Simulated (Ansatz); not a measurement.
A run of Ansatz 0.2.0:

File input.yaml:

```yaml
crystal:
  lattice:
    - [0.0, 3.10005, 3.10005]
    - [3.10005, 0.0, 3.10005]
    - [3.10005, 3.10005, 0.0]
  atoms:
    - { symbol: Ba, position: [0.0, 0.0, 0.0] }
    - { symbol: F, position: [0.75, 0.75, 0.75] }
    - { symbol: F, position: [0.25, 0.25, 0.25] }
hamiltonian:
  xc: pbesol
  pseudopotentials: { kind: paw }
kpoints:
  mp_grid: { grid: [6, 6, 6] }
scf:
  occupations: { method: fixed }
output:
  forces: true
  stress: true
elastic:
  mode: clamped_ion
  stencil: two_point
```

Potentials or basis: Ansatz PAW.

The run is started by

```bash
$ ansatz run input.yaml --threads 2 --pin off --max-ram 5632MiB --backend cpu --events-out ev --progress --plain --runs-dir out
```

Hardware: 2 threads of Arm Neoverse V2 (shared host).

Problem. How long does it take, and how much memory?

Solution. Run time: 4.1 s on 2 threads of Arm Neoverse V2, with other jobs on the host, peak memory 0.36 GiB. Counts: scf iterations 38, plane waves 1211, k points 16, bands 16.
